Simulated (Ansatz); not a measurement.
A plane-wave DFT run in Ansatz 0.2.0 (scalar-relativistic PAW potentials unless the input names others): input and command.

```yaml
crystal:
  lattice:
    - [3.1541719289, 0.0, 0.0]
    - [0.0, 3.1541719289, 0.0]
    - [0.0, 0.0, 3.1541719289]
  atoms:
    - { symbol: Ti, position: [0.0, 0.0, 0.0] }
    - { symbol: Al, position: [0.5, 0.5, 0.5] }
basis:
  ecutwfc: 420
kpoints:
  mp_grid: { grid: [14, 14, 14] }
hamiltonian:
  xc: pbesol
  hubbard: { sites: [{ species: Ti, l: d, u_eff: 20.0 }] }
scf:
  occupations: { method: gaussian, width: 0.1 }
  max_iter: 100
output:
  forces: true
  eigenvalues: true
  stress: true
```

```bash
ansatz run input.yaml --threads 1 --pin off --max-ram 1331MiB --backend cpu --events-out ev --progress --plain --runs-dir out
```

Abridged log:
```
Basis set: ecut = 420 eV, 619 PW (Γ), exchange–correlation on 48×48×48 points (8 copies of the dense FFT grid, shifted against one another)
Bands: 12, of which v1, the nominal top of the filled ones, is band 8 counted from 1 (7 counted from 0)
Symmetry: 48 space group operations
k-points: 120 of 2744
SCF iter   1: F=—  HF=-2983.925087 eV  |F-HF|=—  |Δ(HF+E_count)|=         —  Δρ=1.60e-1  dr2=1.24e1  ethr=3.10e-3  ⟨swp⟩=5.0  Hψ=7282  notcnv=0
SCF iter   2: F=—  HF=-2980.543200 eV  |F-HF|=—  |Δ(HF+E_count)|=    3.38e0  Δρ=8.78e-2  dr2=4.08e0  ethr=3.10e-3  ⟨swp⟩=3.8  Hψ=4419  notcnv=0  defer=46
SCF iter   3: F=—  HF=-2980.074469 eV  |F-HF|=—  |Δ(HF+E_count)|=   4.69e-1  Δρ=1.14e-1  dr2=5.35e0  ethr=3.10e-3  ⟨swp⟩=4.4  Hψ=6059  notcnv=0  defer=42
SCF iter   4: F=—  HF=-2979.899901 eV  |F-HF|=—  |Δ(HF+E_count)|=   1.75e-1  Δρ=1.45e-2  dr2=4.84e-2  ethr=3.10e-3  ⟨swp⟩=3.9  Hψ=4529  notcnv=0  defer=25
SCF iter   5: F=—  HF=-2981.939773 eV  |F-HF|=—  |Δ(HF+E_count)|=    2.04e0  Δρ=1.43e-1  dr2=8.16e0  ethr=3.23e-4  ⟨swp⟩=4.1  Hψ=4928  notcnv=0  defer=14  recentre
SCF iter   6: F=—  HF=-2981.536344 eV  |F-HF|=—  |Δ(HF+E_count)|=   4.03e-1  Δρ=1.07e-1  dr2=4.79e0  ethr=3.23e-4  ⟨swp⟩=3.0  Hψ=3909  notcnv=0  defer=13
SCF iter   7: F=—  HF=-2980.821052 eV  |F-HF|=—  |Δ(HF+E_count)|=   7.15e-1  Δρ=1.14e-2  dr2=5.85e-2  ethr=3.23e-4  ⟨swp⟩=4.2  Hψ=4933  notcnv=0  defer=11
SCF iter   8: F=—  HF=-2980.147371 eV  |F-HF|=—  |Δ(HF+E_count)|=   6.74e-1  Δρ=1.87e-2  dr2=1.18e-1  ethr=3.23e-4  ⟨swp⟩=3.5  Hψ=4683  notcnv=0  defer=11  recentre
SCF iter   9: F=—  HF=-2980.801173 eV  |F-HF|=—  |Δ(HF+E_count)|=   6.54e-1  Δρ=1.33e-2  dr2=5.06e-2  ethr=3.23e-4  ⟨swp⟩=3.5  Hψ=4581  notcnv=0  defer=19
SCF iter  10: F=—  HF=-2980.886014 eV  |F-HF|=—  |Δ(HF+E_count)|=   8.48e-2  Δρ=6.41e-3  dr2=1.24e-2  ethr=3.23e-4  ⟨swp⟩=2.2  Hψ=3607  notcnv=0  defer=18
SCF iter  11: F=—  HF=-2980.898406 eV  |F-HF|=—  |Δ(HF+E_count)|=   1.24e-2  Δρ=4.87e-4  dr2=9.33e-5  ethr=8.28e-5  ⟨swp⟩=2.8  Hψ=3293  notcnv=0  defer=16
SCF iter  12: F=—  HF=-2980.898404 eV  |F-HF|=—  |Δ(HF+E_count)|=   1.99e-6  Δρ=7.49e-5  dr2=2.81e-6  ethr=6.22e-7  ⟨swp⟩=2.6  Hψ=2090  notcnv=0  defer=15
SCF iter  13: F=—  HF=-2980.898404 eV  |F-HF|=—  |Δ(HF+E_count)|=   1.41e-7  Δρ=2.77e-5  dr2=2.06e-7  ethr=1.87e-8  ⟨swp⟩=2.5  Hψ=2402  notcnv=0  defer=15
SCF iter  14: F=-2980.898405 eV  HF=-2980.898405 eV  |F-HF|=3.69e-9  |Δ(HF+E_count)|=   4.84e-7  Δρ=2.52e-6  dr2=1.44e-9  ethr=6.67e-10  ⟨swp⟩=7.2  Hψ=7745  notcnv=0
SCF 1 converged in 14 iterations: F = -2980.898405 eV  dr2 = 1.44e-9
SCF converged after 14 iterations
Free energy (F): -2980.898405 eV
Harris-Foulkes:  -2980.898405 eV  (|F-HF|=3.69e-9)
Internal energy: -2980.882201 eV  (E = F + TS)
E sigma→0 (E₀):  -2980.890303 eV
Entropy (-TS):   -0.016203 eV (-8.102 meV/atom)
Fermi energy:    13.096850 eV
--- Forces (eV/Å), atoms counted from 1 ---
  atom   1  Ti     0.00000000     0.00000000     0.00000000
  atom   2  Al     0.00000000     0.00000000     0.00000000
--- Stress (GPa, compression-positive) ---
       29.472825       0.000000       0.000000
        0.000000      29.472825       0.000000
        0.000000       0.000000      29.472825
  P = ⅓ Tr σ = 29.4728 GPa (294.728 kbar)
Occupation matrices written to <dir>
```

Problem. What should be changed?

Solution. The fault is an enormous or negative U (hamiltonian.hubbard: not typed → {"sites": [{"species": "Ti", "l": "d", "u_eff": 20.0}]}, the first being the value of the sound run). Setting it back cures it. The run converged all the same, with an energy at zero smearing 9.0 eV/atom above the reference's (the Hamiltonian itself differs), pressure 29.47 GPa, largest force 0.000 eV/Å, no gap on the mesh, so convergence alone doesn't show that an input is right. A reference run from the same start on usual settings converged with pressure 0.21 GPa, largest force 0.000 eV/Å, no gap on the mesh.